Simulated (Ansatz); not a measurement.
HfO2 (P4_2/mnm) from a database structure, relaxed with r2SCAN in Ansatz 0.2.0. Space group P4_2/mnm (No. 136), tetragonal; conventional cell a = 4.838 Å, c = 3.220 Å, 12.56 Å³ an atom. Hf is surrounded by 6 O at 2.09 Å; O is surrounded by 3 Hf at 2.09 Å.

The axes x, y and z are those of this cell:
```yaml
crystal:
  lattice:
    - [4.83830, 0.00000, 0.00000]
    - [0.00000, 4.83830, 0.00000]
    - [0.00000, 0.00000, 3.21999]
  atoms:
    - { symbol: Hf, position: [0.00000, 0.00000, 0.00000] }
    - { symbol: Hf, position: [0.50000, 0.50000, 0.50000] }
    - { symbol: O, position: [0.19495, 0.80505, 0.50000] }
    - { symbol: O, position: [0.30505, 0.30505, 0.00000] }
    - { symbol: O, position: [0.69495, 0.69495, 0.00000] }
    - { symbol: O, position: [0.80505, 0.19495, 0.50000] }
```

Unstrained: With PBE the gap is 3.983 eV and direct, at Γ. With r2SCAN the gap is 4.530 eV and direct, at Γ. With HSE06 the gap is 5.633 eV and direct, at Γ. Meshes: PBE 6×6×8, r2SCAN 6×6×8, HSE06 4×4×4. Strains are changes of length per length, and xy shears are angles. After each strain the atoms were relaxed again with r2SCAN within the symmetry that the strain leaves, so tilts or polar shifts that break it weren't tested; points keep the names that they have in the unstrained zone. The values are computed, spin-unpolarised, and not measurements.

(1) For epitaxial -3.73 % in the xy plane, how far does the free direction move, and what happens to the gap?

(2) Apply xy shear, engineering strain (angle) -5.01 %. How far does the gap move, against the unstrained cell?

(3) Estimate what uniaxial +2.02 % along x, other directions held does to the gap.

(4) Order the strained cells by their HSE06 gap, smallest first.
A. xy shear, engineering strain (angle) -5.01 %
B. epitaxial -3.73 % in the xy plane
C. uniaxial +2.02 % along x, other directions held

## Answers

(1) The normal strain at zero normal stress is +2.70 %, 0.72 of the in-plane strain with the sign turned. PBE: the gap goes from 3.983 to 4.085 eV (+0.102 eV). r2SCAN: the gap goes from 4.530 to 4.619 eV (+0.089 eV). HSE06: the gap goes from 5.633 to 5.724 eV (+0.091 eV).

(2) PBE: the gap goes from 3.983 to 3.960 eV (-0.023 eV). r2SCAN: the gap goes from 4.530 to 4.510 eV (-0.020 eV). HSE06: the gap goes from 5.633 to 5.605 eV (-0.028 eV). The r2SCAN energy rises by 21.6 meV an atom.

(3) PBE: the gap goes from 3.983 to 3.913 eV (-0.070 eV). r2SCAN: the gap goes from 4.530 to 4.456 eV (-0.074 eV). HSE06: the gap goes from 5.633 to 5.555 eV (-0.078 eV). The r2SCAN energy rises by 4.5 meV an atom.

(4) C (5.56 eV), A (5.61 eV), B (5.72 eV).

Spin-orbit coupling is left out, which matters wherever the heavy atoms make up the band edges.

The meshes of the hybrids are coarse, so their gaps aren't converged to the digits shown.
